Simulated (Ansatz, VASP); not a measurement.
# Two plane-wave programs on CsPbBr3

Contents of POSCAR:

```
CsPbBr3
1.0
    5.8700000000      0.0000000000      0.0000000000
    0.0000000000      5.8700000000      0.0000000000
    0.0000000000      0.0000000000      5.8700000000
Pb Cs Br
1 1 3
Direct
    0.5000000000      0.5000000000      0.5000000000
    0.0000000000      0.0000000000      0.0000000000
    0.5000000000      0.5000000000      0.0000000000
    0.5000000000      0.0000000000      0.5000000000
    0.0000000000      0.5000000000      0.5000000000
```

File INCAR.step1:

```
SYSTEM = CsPbBr3
  ALGO = Normal
  EDIFF = 1E-4
  ENCUT = 520
  GGA = PE
  ISMEAR = -1
  LASPH = .True.
  LCHARG = .False.
  LREAL = .False.
  LWAVE = .True.
  NBANDS = 30
  NELM = 100
  PREC = Accurate
  SIGMA = 0.05
```

The input INCAR.step2:

```
SYSTEM = CsPbBr3
  ALGO = Normal
  EDIFF = 1E-6
  ENCUT = 520
  ISIF = 2
  ISMEAR = -1
  ISTART = 1
  LASPH = .True.
  LCHARG = .True.
  LELF = .True.
  LMIXTAU = .True.
  LREAL = .False.
  LVHAR = .True.
  LWAVE = .False.
  METAGGA = R2SCAN
  NBANDS = 30
  NELM = 100
  PREC = Accurate
  SIGMA = 0.05
```

File KPOINTS:

```
k-points
0
Gamma
  5 5 5
  0 0 0
```

The input input.yaml:

```yaml
crystal:
  lattice:
    - [5.87, 0.0, 0.0]
    - [0.0, 5.87, 0.0]
    - [0.0, 0.0, 5.87]
  atoms:
    - { symbol: Pb, position: [0.5, 0.5, 0.5] }
    - { symbol: Cs, position: [0.0, 0.0, 0.0] }
    - { symbol: Br, position: [0.5, 0.5, 0.0] }
    - { symbol: Br, position: [0.5, 0.0, 0.5] }
    - { symbol: Br, position: [0.0, 0.5, 0.5] }
hamiltonian:
  xc: r2scan
  pseudopotentials: { kind: paw }
kpoints:
  mp_grid: { grid: [5, 5, 5] }
  band_path:
    path:
      - [[0.0, 0.0, 0.0], [0.0, 0.5, 0.0], [0.5, 0.5, 0.0], [0.0, 0.0, 0.0], [0.5, 0.5, 0.5], [0.0, 0.5, 0.0]]
      - [[0.5, 0.5, 0.0], [0.5, 0.5, 0.5]]
    npoints: 14
scf:
  occupations: { method: fermi_dirac, width: 0.05 }
  n_extra_bands: 12
output:
  forces: true
  stress: true
  eigenvalues: true
  fatbands: true
```

Measurements of this composition are mostly on another form, of space group No. 62.

Alike in both runs: functional r2SCAN; k mesh 5 × 5 × 5; occupations fermi-dirac, width 0.05 eV; no spin polarisation.

|  | VASP | Ansatz |
| --- | --- | --- |
| version | VASP 6.6.1 | Ansatz 0.2.0 |
| potentials or method | VASP PAW PBE potentials, release 64 (Pb_d, Cs_sv, Br) | Ansatz PAW |
| plane-wave cutoff (eV) | 520 | 500 |
| valence electrons in the cell | 44 | 44 |
| task | single point | band structure |

```tsv
	VASP	Ansatz	Ansatz less VASP
gap on the k mesh at the Fermi level (eV)	2.99	2.98	-0.010
least direct gap on the mesh (eV)	2.99	2.98	-0.010
pressure (GPa)	0.7	0.7	0.00
```

Caveats: the PAW data sets were made with another functional, which shifts forces and pressure a little (VASP); spin-orbit coupling is left out, which as a rule narrows the gap of such compounds by several tenths of an eV (VASP); an odd mesh through Γ misses points on the zone boundary, where band edges often lie (VASP); spin-orbit coupling is left out, which moves the levels of the heavy elements (Ansatz); the PAW data sets come from PBE, with cores solved anew for the run's functional, which leaves a small shift of forces and pressure (Ansatz). r2SCAN opens gaps a little over a GGA but as a rule still falls short of measured ones.
